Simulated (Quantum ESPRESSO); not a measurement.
# ZrSe2 (P-3m1) in Quantum ESPRESSO: a series of runs

The runs below take ZrSe2 through single point, equation of state, with PBEsol.

Everything below comes from runs of Quantum ESPRESSO 7.5. Logs are shortened: lines on timing, memory, paths and dates and some standing lists are left out, and cuts for length are marked.

## (1) The crystal as given

Symmetry: P-3m1, No. 164, trigonal system. Conventional cell: a = 3.798 Å, b = 3.798 Å, c = 6.192 Å, α = 90.00°, β = 90.00°, γ = 120.00°. Around Zr (site symmetry -3m) lie 6 Se at 2.68 Å. Se (site symmetry 3m) is surrounded by 3 Zr at 2.68 Å.

## (2) Single point, PBEsol, 24.24 Å³/atom

The input, pw.in:

```
&CONTROL
  calculation = 'scf'
  prefix = 'pwscf'
  outdir = './tmp'
  pseudo_dir = './pseudo'
  tprnfor = .true.
  tstress = .true.
  disk_io = 'nowf'
/
&SYSTEM
  ibrav = 0
  nat = 3
  ntyp = 2
  ecutwfc = 86
  nbnd = 31
  occupations = 'smearing'
  smearing = 'fd'
  degauss = 0.00367493
/
&ELECTRONS
  conv_thr = 6d-10
  electron_maxstep = 120
  mixing_beta = 0.5
/
ATOMIC_SPECIES
Zr    91.2240 Zr.upf
Se    78.9710 Se.upf
CELL_PARAMETERS angstrom
   3.7204680409    0.0000000000    0.0000000000
  -1.8602340205    3.2220198374    0.0000000000
   0.0000000000    0.0000000000    6.0655971852
ATOMIC_POSITIONS crystal
Zr     0.0000000000    0.0000000000    0.0000000000
Se     0.6666666667    0.3333333333    0.7500000000
Se     0.3333333333    0.6666666667    0.2500000000
K_POINTS automatic
8 8 5 0 0 0
```

Potentials or basis: PseudoDojo 0.4.1 SR PBEsol standard.

The run is started by

```sh
> OMP_NUM_THREADS=1 pw.x -in pw.in > pw.out
```

pw.out:

```text
This program is part of the open-source Quantum ESPRESSO suite
     for quantum simulation of materials; please cite
         "P. Giannozzi et al., J. Phys.:Condens. Matter 21 395502 (2009);
         "P. Giannozzi et al., J. Phys.:Condens. Matter 29 465901 (2017);
         "P. Giannozzi et al., J. Chem. Phys. 152 154105 (2020);
     in publications or presentations arising from this work. More details at

     Message from routine setup:
     using ibrav=0 with symmetry is DISCOURAGED, use correct ibrav instead

     G-vector sticks info
     --------------------
     sticks:   dense  smooth     PW     G-vecs:    dense   smooth      PW
     Sum        1159    1159    337                52789    52789    8005

     Using Slab Decomposition

     bravais-lattice index     =            0
     lattice parameter (alat)  =       7.0307  a.u.
     unit-cell volume          =     490.6773 (a.u.)^3
     number of atoms/cell      =            3
     number of atomic types    =            2
     number of electrons       =        44.00
     number of Kohn-Sham states=           31
     kinetic-energy cutoff     =      86.0000  Ry
     charge density cutoff     =     344.0000  Ry
     scf convergence threshold =      6.0E-10
     mixing beta               =       0.5000
     number of iterations used =            8  plain     mixing
     Exchange-correlation= PBESOL
                           (   1   4  10   8   0   0   0)

     celldm(1)=   7.030666  celldm(2)=   0.000000  celldm(3)=   0.000000
     celldm(4)=   0.000000  celldm(5)=   0.000000  celldm(6)=   0.000000

     crystal axes: (cart. coord. in units of alat)
               a(1) = (   1.000000   0.000000   0.000000 )
               a(2) = (  -0.500000   0.866025   0.000000 )
               a(3) = (   0.000000   0.000000   1.630332 )

     reciprocal axes: (cart. coord. in units 2 pi/alat)
               b(1) = (  1.000000  0.577350 -0.000000 )
               b(2) = (  0.000000  1.154701  0.000000 )
               b(3) = (  0.000000 -0.000000  0.613372 )

     PseudoPot. # 1 for Zr read from file:
     Zr.upf
     Pseudo is Norm-conserving + core correction, Zval = 12.0
     Generated using ONCVPSP code by D. R. Hamann
     Using radial grid of 1604 points,  6 beta functions with:
                l(1) =   0
                l(2) =   0
                l(3) =   1
                l(4) =   1
                l(5) =   2
                l(6) =   2

     PseudoPot. # 2 for Se read from file:
     Se.upf
     Pseudo is Norm-conserving + core correction, Zval = 16.0
     Generated using ONCVPSP code by D. R. Hamann
     Using radial grid of 1198 points,  6 beta functions with:
                l(1) =   0
                l(2) =   0
                l(3) =   1
                l(4) =   1
                l(5) =   2
                l(6) =   2

     atomic species   valence    mass     pseudopotential
     Zr               12.00    91.22400     Zr( 1.00)
     Se               16.00    78.97100     Se( 1.00)

     12 Sym. Ops., with inversion, found

   Cartesian axes

     site n.     atom                  positions (alat units)
         1        Zr     tau(   1) = (   0.0000000   0.0000000   0.0000000  )
         2        Se     tau(   2) = (   0.5000000   0.2886751   1.2227488  )
         3        Se     tau(   3) = (  -0.0000000   0.5773503   0.4075829  )

     number of k points=    40  Fermi-Dirac smearing, width (Ry)=  0.0037
                       cart. coord. in units 2pi/alat
        k(    1) = (   0.0000000   0.0000000   0.0000000), wk =   0.0062500
        k(    2) = (   0.0000000   0.0000000   0.1226744), wk =   0.0125000
        k(    3) = (   0.0000000   0.0000000   0.2453488), wk =   0.0125000
        k(    4) = (   0.0000000   0.1443376   0.0000000), wk =   0.0375000
        k(    5) = (   0.0000000   0.1443376   0.1226744), wk =   0.0375000
        k(    6) = (   0.0000000   0.1443376   0.2453488), wk =   0.0375000
[... 32 lines left out ...]
        k(   39) = (  -0.1250000   0.5051815  -0.1226744), wk =   0.0750000
        k(   40) = (  -0.1250000   0.5051815  -0.2453488), wk =   0.0750000

     Dense  grid:    52789 G-vectors     FFT dimensions: (  45,  45,  72)

     Initial potential from superposition of free atoms

     starting charge      43.9977, renormalised to      44.0000
     Starting wfcs are   28 randomized atomic wfcs +    3 random wfcs

     Self-consistent Calculation

     iteration #  1     ecut=    86.00 Ry     beta= 0.50
     Davidson diagonalization with overlap
     ethr =  1.00E-02,  avg # of iterations =  6.0

     Threshold (ethr) on eigenvalues was too large:
     Diagonalizing with lowered threshold

     Davidson diagonalization with overlap
     ethr =  2.07E-04,  avg # of iterations =  2.8

     total energy              =    -585.90558353 Ry
     estimated scf accuracy    <       0.09451264 Ry

     iteration #  2     ecut=    86.00 Ry     beta= 0.50
     Davidson diagonalization with overlap
     ethr =  2.15E-04,  avg # of iterations =  2.3

     total energy              =    -585.92024844 Ry
     estimated scf accuracy    <       0.00916577 Ry

     iteration #  3     ecut=    86.00 Ry     beta= 0.50
     Davidson diagonalization with overlap
     ethr =  2.08E-05,  avg # of iterations =  6.3

     total energy              =    -585.92092801 Ry
     estimated scf accuracy    <       0.00736045 Ry
[... 26 lines left out ...]
     total energy              =    -585.92230970 Ry
     estimated scf accuracy    <       0.00000006 Ry

     iteration #  8     ecut=    86.00 Ry     beta= 0.50
     Davidson diagonalization with overlap
     ethr =  1.25E-10,  avg # of iterations =  2.1

     total energy              =    -585.92230972 Ry
     estimated scf accuracy    <          3.4E-09 Ry

     iteration #  9     ecut=    86.00 Ry     beta= 0.50
     Davidson diagonalization with overlap
     ethr =  7.76E-12,  avg # of iterations =  2.7

     End of self-consistent calculation

          k = 0.0000 0.0000 0.0000 (  6627 PWs)   bands (ev):

   -39.3034 -37.2012 -37.2012 -37.2011 -37.2011 -37.1889 -37.1889 -37.1885
   -37.1885 -37.1855 -37.1852 -17.4415 -17.2985 -17.2985  -3.6571  -2.1966
     4.8491   6.9598   6.9598   9.8808   9.8808   9.9095  10.9050  10.9050
    11.4743  14.4830  14.4830  14.8482  14.9036  18.9298  18.9298

          k = 0.0000 0.0000 0.1227 (  6598 PWs)   bands (ev):

   -39.3034 -37.2013 -37.2013 -37.2010 -37.2010 -37.1889 -37.1889 -37.1885
   -37.1885 -37.1855 -37.1852 -17.4417 -17.2985 -17.2985  -3.5761  -2.3289
     5.1626   6.9767   6.9767   9.0940   9.8146   9.8146  10.8936  10.8936
    11.7777  14.6387  14.6387  15.0115  15.4876  19.0367  19.0367

          k = 0.0000 0.0000 0.2453 (  6628 PWs)   bands (ev):

   -39.3034 -37.2014 -37.2014 -37.2008 -37.2008 -37.1889 -37.1889 -37.1885
   -37.1885 -37.1854 -37.1853 -17.4420 -17.2985 -17.2985  -3.3985  -2.5857
     5.9002   7.0051   7.0051   7.8763   9.7114   9.7114  10.8743  10.8743
    11.9643  14.9082  14.9082  15.3323  16.6330  18.8759  19.1563
[... 52 lines left out ...]
   -39.2928 -37.2012 -37.2010 -37.2006 -37.1968 -37.1888 -37.1887 -37.1886
   -37.1881 -37.1850 -37.1849 -17.5110 -17.3876 -17.3432  -2.7326  -2.1984
     5.2681   5.9934   7.1167   7.1487   8.6577   8.7957  10.3705  12.4157
    12.9701  14.4539  14.7819  15.8030  16.3771  19.5130  19.6845

          k = 0.0000 0.4330 0.2453 (  6596 PWs)   bands (ev):

   -39.2928 -37.2012 -37.2009 -37.2007 -37.1968 -37.1889 -37.1886 -37.1886
   -37.1882 -37.1850 -37.1849 -17.5110 -17.3878 -17.3432  -2.7135  -2.2174
     5.1899   5.8809   7.0867   7.3740   8.7637   8.9796  10.2589  12.4639
    12.8881  14.5365  14.5501  15.4774  16.1571  18.6478  20.5260

          k = 0.0000-0.5774 0.0000 (  6580 PWs)   bands (ev):

   -39.2910 -37.2012 -37.2011 -37.2003 -37.1960 -37.1888 -37.1887 -37.1886
   -37.1880 -37.1849 -37.1848 -17.5462 -17.3784 -17.3509  -2.5556  -2.1996
     4.9477   6.7775   6.9934   7.2101   7.5950   8.4689  10.4065  12.5445
    12.9330  14.9674  15.3492  15.8195  17.4197  18.4312  18.7533

          k = 0.0000-0.5774 0.1227 (  6592 PWs)   bands (ev):

   -39.2910 -37.2013 -37.2011 -37.2004 -37.1960 -37.1888 -37.1887 -37.1885
   -37.1881 -37.1849 -37.1848 -17.5462 -17.3784 -17.3509  -2.5986  -2.1470
     4.9180   6.3423   7.1348   7.1656   8.0665   8.5972  10.3580  12.5428
    12.9273  14.9070  15.0806  15.7230  16.7870  18.6736  19.2250

          k = 0.0000-0.5774 0.2453 (  6604 PWs)   bands (ev):

   -39.2910 -37.2013 -37.2009 -37.2006 -37.1959 -37.1888 -37.1887 -37.1885
   -37.1881 -37.1849 -37.1848 -17.5461 -17.3786 -17.3509  -2.6523  -2.0775
     4.8536   6.0697   7.0335   7.1813   8.7695   8.7892  10.1891  12.5393
    12.9165  14.7120  14.7594  15.7166  16.3423  17.4692  20.0816

          k = 0.1250 0.2165 0.0000 (  6617 PWs)   bands (ev):

   -39.2985 -37.2013 -37.2009 -37.2009 -37.1991 -37.1889 -37.1888 -37.1885
   -37.1883 -37.1853 -37.1850 -17.4172 -17.3941 -17.3234  -3.2096  -2.2618
     5.5052   6.5109   7.0682   7.6392   8.4793   9.5558  11.1198  11.7230
    12.2396  13.9919  14.4269  17.0972  17.4256  18.5343  19.4072

          k = 0.1250 0.2165 0.1227 (  6613 PWs)   bands (ev):

   -39.2985 -37.2013 -37.2010 -37.2008 -37.1992 -37.1889 -37.1888 -37.1885
   -37.1883 -37.1853 -37.1851 -17.4174 -17.3940 -17.3234  -3.1414  -2.3524
     5.6129   6.5525   7.0233   7.6627   8.4824   9.3330  11.1869  11.6083
    12.4716  14.0853  14.1802  17.2662  17.5013  18.5530  18.8254
[... 122 lines left out ...]
   -39.2928 -37.2013 -37.2012 -37.2004 -37.1967 -37.1889 -37.1886 -37.1885
   -37.1881 -37.1850 -37.1848 -17.5110 -17.3876 -17.3433  -2.5674  -2.3951
     5.4367   6.3895   7.0852   7.2382   7.8671   8.4884  10.4983  12.4383
    12.6269  15.0667  15.4199  15.9844  17.5051  18.2959  19.6429

          k = 0.0000 0.4330-0.2453 (  6596 PWs)   bands (ev):

   -39.2928 -37.2013 -37.2010 -37.2005 -37.1967 -37.1889 -37.1886 -37.1885
   -37.1882 -37.1850 -37.1849 -17.5110 -17.3878 -17.3432  -2.6231  -2.3273
     5.2937   6.0323   7.1331   7.4280   8.3615   8.6659  10.3883  12.4765
    12.6734  14.6973  15.1299  15.5984  16.8900  17.8881  20.6451

          k =-0.1250 0.3608-0.1227 (  6609 PWs)   bands (ev):

   -39.2941 -37.2013 -37.2011 -37.2006 -37.1972 -37.1889 -37.1886 -37.1885
   -37.1882 -37.1851 -37.1849 -17.4722 -17.3954 -17.3508  -2.6876  -2.4033
     5.9010   6.2178   6.7692   7.4023   7.8668   8.5488  11.1769  11.8710
    12.7482  14.1758  15.1727  17.0215  18.4765  18.6800  18.8897

          k =-0.1250 0.3608-0.2453 (  6619 PWs)   bands (ev):

   -39.2941 -37.2012 -37.2011 -37.2006 -37.1972 -37.1889 -37.1886 -37.1885
   -37.1883 -37.1850 -37.1849 -17.4721 -17.3956 -17.3508  -2.5654  -2.5270
     5.6750   6.0207   7.1734   7.5194   7.9595   8.6075  11.1040  11.8568
    12.8166  14.1537  14.6132  16.9100  17.8536  18.5307  19.3069

          k =-0.1250 0.5052-0.1227 (  6603 PWs)   bands (ev):

   -39.2910 -37.2013 -37.2011 -37.2005 -37.1959 -37.1888 -37.1886 -37.1885
   -37.1881 -37.1849 -37.1848 -17.5259 -17.3796 -17.3708  -2.4946  -2.2648
     5.2258   6.3015   7.1352   7.2356   7.7573   8.0474  11.0131  12.3411
    12.7798  14.4125  15.3988  16.3538  17.5653  18.3719  19.1259

          k =-0.1250 0.5052-0.2453 (  6611 PWs)   bands (ev):

   -39.2910 -37.2013 -37.2010 -37.2006 -37.1958 -37.1888 -37.1886 -37.1885
   -37.1882 -37.1849 -37.1848 -17.5259 -17.3797 -17.3708  -2.5622  -2.1858
     5.1526   6.0248   7.0703   7.3184   8.0331   8.4559  10.8052  12.3471
    12.7603  14.2979  15.6051  15.8753  16.9681  18.0722  19.5704

     the Fermi energy is    10.0434 ev

!    total energy              =    -585.92230972 Ry
     estimated scf accuracy    <          6.0E-10 Ry
     smearing contrib. (-TS)   =      -0.00008459 Ry
     internal energy E=F+TS    =    -585.92222513 Ry

     The total energy is F=E-TS. E is the sum of the following terms:
     one-electron contribution =    -313.15975327 Ry
     hartree contribution      =     167.53921993 Ry
     xc contribution           =    -115.92306782 Ry
     ewald contribution        =    -324.37862396 Ry

     convergence has been achieved in   9 iterations

     Forces acting on atoms (cartesian axes, Ry/au):

     atom    1 type  1   force =     0.00000000    0.00000000    0.00000000
     atom    2 type  2   force =     0.00000000    0.00000000   -0.03134793
     atom    3 type  2   force =     0.00000000    0.00000000    0.03134793

     Total force =     0.044333     Total SCF correction =     0.000198

     Computing stress (Cartesian axis) and pressure

          total   stress  (Ry/bohr**3)                   (kbar)     P=       42.03
   0.00024916   0.00000000   0.00000000           36.65        0.00        0.00
   0.00000000   0.00024916  -0.00000000            0.00       36.65       -0.00
   0.00000000  -0.00000000   0.00035893            0.00       -0.00       52.80

=------------------------------------------------------------------------------=
   JOB DONE.
=------------------------------------------------------------------------------=
```

Run time: 2.4 min. Hardware: 1 thread of Arm Neoverse V1, shared host; peak memory 0.21 GiB.

What came out:

- Free energy: -7971.8791 eV
- Pressure: 4.2 GPa
- Largest force: 0.806 eV/Å
- Band gap on the k mesh: 0.28 eV, indirect (least direct gap 1.00 eV)

Caveat: an odd mesh through Γ misses points on the zone boundary, where band edges often lie; this functional lacks dispersion, which binds the layers, so the pressure and a relaxed spacing across them are unreliable.

## (3) Single point, PBEsol, 24.75 Å³/atom

pw.in: that of step 2 with these lines changed.

```diff
@@ -28,5 +28,5 @@
 CELL_PARAMETERS angstrom
-   3.7204680409    0.0000000000    0.0000000000
-  -1.8602340205    3.2220198374    0.0000000000
-   0.0000000000    0.0000000000    6.0655971852
+   3.7466693833    0.0000000000    0.0000000000
+  -1.8733346917    3.2447108656    0.0000000000
+   0.0000000000    0.0000000000    6.1083140657
 ATOMIC_POSITIONS crystal
```

Potentials or basis: PseudoDojo 0.4.1 SR PBEsol standard.

The run is started by

```sh
> OMP_NUM_THREADS=1 pw.x -in pw.in > pw.out
```

Wall time 2.4 min (1 thread of Arm Neoverse V1, shared host); peak memory 0.21 GiB.

Results (log left out):

```yaml
Free_energy: -7971.9101 eV
Pressure: 2.2 GPa
Largest_force: 0.548 eV/Å
Band_gap_on_the_k_mesh: 0.31 eV, indirect (least direct gap 1.00 eV)
```

Caveat: an odd mesh through Γ misses points on the zone boundary, where band edges often lie; this functional lacks dispersion, which binds the layers, so the pressure and a relaxed spacing across them are unreliable.

## (4) Single point, PBEsol, 25.27 Å³/atom

pw.in: that of step 3 with these lines changed.

```diff
@@ -28,5 +28,5 @@
 CELL_PARAMETERS angstrom
-   3.7466693833    0.0000000000    0.0000000000
-  -1.8733346917    3.2447108656    0.0000000000
-   0.0000000000    0.0000000000    6.1083140657
+   3.7725092991    0.0000000000    0.0000000000
+  -1.8862546495    3.2670888890    0.0000000000
+   0.0000000000    0.0000000000    6.1504417008
 ATOMIC_POSITIONS crystal
```

The run is started by

```sh
> OMP_NUM_THREADS=1 pw.x -in pw.in > pw.out
```

Wall time 2.4 min (1 thread of Arm Neoverse V1, shared host); peak memory 0.21 GiB.

It converged, with:

- Free energy: -7971.9228 eV
- Pressure: 0.4 GPa
- Largest force: 0.307 eV/Å
- Band gap on the k mesh: 0.33 eV, indirect (least direct gap 1.01 eV)

Caveat: an odd mesh through Γ misses points on the zone boundary, where band edges often lie; this functional lacks dispersion, which binds the layers, so the pressure and a relaxed spacing across them are unreliable.

## (5) Single point, PBEsol, 25.78 Å³/atom

pw.in: that of step 4 with these lines changed.

```diff
@@ -28,5 +28,5 @@
 CELL_PARAMETERS angstrom
-   3.7725092991    0.0000000000    0.0000000000
-  -1.8862546495    3.2670888890    0.0000000000
-   0.0000000000    0.0000000000    6.1504417008
+   3.7980000000    0.0000000000    0.0000000000
+  -1.8990000000    3.2891644836    0.0000000000
+   0.0000000000    0.0000000000    6.1920000000
 ATOMIC_POSITIONS crystal
```

The run is started by

```sh
> OMP_NUM_THREADS=1 pw.x -in pw.in > pw.out
```

Run time: 2.7 min. Hardware: 1 thread of Arm Neoverse V1, shared host; peak memory 0.22 GiB.

It converged, with:

| Quantity | Value |
| --- | --- |
| Free energy | -7971.9191 eV |
| Pressure | -1.2 GPa |
| Largest force | 0.085 eV/Å |
| Band gap on the k mesh | 0.35 eV, indirect (least direct gap 1.01 eV) |

Caveat: an odd mesh through Γ misses points on the zone boundary, where band edges often lie; this functional lacks dispersion, which binds the layers, so the pressure and a relaxed spacing across them are unreliable.

## (6) Single point, PBEsol, 26.30 Å³/atom

pw.in: that of step 5 with these lines changed.

```diff
@@ -28,5 +28,5 @@
 CELL_PARAMETERS angstrom
-   3.7980000000    0.0000000000    0.0000000000
-  -1.8990000000    3.2891644836    0.0000000000
-   0.0000000000    0.0000000000    6.1920000000
+   3.8231530509    0.0000000000    0.0000000000
+  -1.9115765255    3.3109476647    0.0000000000
+   0.0000000000    0.0000000000    6.2330078176
 ATOMIC_POSITIONS crystal
```

Potentials or basis: PseudoDojo 0.4.1 SR PBEsol standard.

The run is started by

```sh
> OMP_NUM_THREADS=1 pw.x -in pw.in > pw.out
```

Wall time 2.7 min (1 thread of Arm Neoverse V1, shared host); peak memory 0.22 GiB.

It converged, with:

* Free energy: -7971.9006 eV
* Pressure: -2.6 GPa
* Largest force: 0.123 eV/Å
* Band gap on the k mesh: 0.38 eV, indirect (least direct gap 1.01 eV)

Caveat: an odd mesh through Γ misses points on the zone boundary, where band edges often lie; this functional lacks dispersion, which binds the layers, so the pressure and a relaxed spacing across them are unreliable.

## (7) Single point, PBEsol, 26.82 Å³/atom

pw.in: that of step 6 with these lines changed.

```diff
@@ -28,5 +28,5 @@
 CELL_PARAMETERS angstrom
-   3.8231530509    0.0000000000    0.0000000000
-  -1.9115765255    3.3109476647    0.0000000000
-   0.0000000000    0.0000000000    6.2330078176
+   3.8479794157    0.0000000000    0.0000000000
+  -1.9239897079    3.3324479273    0.0000000000
+   0.0000000000    0.0000000000    6.2734830285
 ATOMIC_POSITIONS crystal
```

The run is started by

```sh
> OMP_NUM_THREADS=1 pw.x -in pw.in > pw.out
```

It took 2.7 min on 1 thread of Arm Neoverse V1, shared host; peak memory 0.23 GiB.

Results (log left out):

* Free energy: -7971.8688 eV
* Pressure: -3.9 GPa
* Largest force: 0.316 eV/Å
* Band gap on the k mesh: 0.40 eV, indirect (least direct gap 1.01 eV)

Caveat: an odd mesh through Γ misses points on the zone boundary, where band edges often lie; this functional lacks dispersion, which binds the layers, so the pressure and a relaxed spacing across them are unreliable.

## (8) Single point, PBEsol, 27.33 Å³/atom

pw.in: that of step 7 with these lines changed.

```diff
@@ -28,5 +28,5 @@
 CELL_PARAMETERS angstrom
-   3.8479794157    0.0000000000    0.0000000000
-  -1.9239897079    3.3324479273    0.0000000000
-   0.0000000000    0.0000000000    6.2734830285
+   3.8724894996    0.0000000000    0.0000000000
+  -1.9362447498    3.3536742825    0.0000000000
+   0.0000000000    0.0000000000    6.3134425964
 ATOMIC_POSITIONS crystal
```

The run is started by

```sh
> OMP_NUM_THREADS=1 pw.x -in pw.in > pw.out
```

It took 2.8 min on 1 thread of Arm Neoverse V1, shared host; peak memory 0.23 GiB.

The run converged. Its results:

```
Free energy            : -7971.8250 eV
Pressure               : -5.1 GPa
Largest force          : 0.495 eV/Å
Band gap on the k mesh : 0.42 eV, indirect (least direct gap 1.01 eV)
```

Caveat: an odd mesh through Γ misses points on the zone boundary, where band edges often lie; this functional lacks dispersion, which binds the layers, so the pressure and a relaxed spacing across them are unreliable.

## (9) Equation of state, PBEsol

Potentials or basis: PseudoDojo 0.4.1 SR PBEsol standard.

This step only gathers the single runs of the series.

What came out:

- Equilibrium volume: 25.40 Å³/atom
- Bulk modulus at fixed shape and positions: 81 GPa
- Pressure derivative of the bulk modulus: 4.1

Energy against volume, from the lowest point:
| volume (Å³/atom) | energy (meV/atom) |
| --- | --- |
| 24.237 | 14.55 |
| 24.753 | 4.24 |
| 25.268 | 0.00 |
| 25.784 | 1.23 |
| 26.300 | 7.39 |
| 26.815 | 17.99 |
| 27.331 | 32.61 |

Caveat: the cell was scaled at fixed shape and fractional positions, which overstates the stiffness of a crystal with free parameters, most of all of layers and chains; this functional lacks dispersion, which binds the layers, so the pressure and a relaxed spacing across them are unreliable.
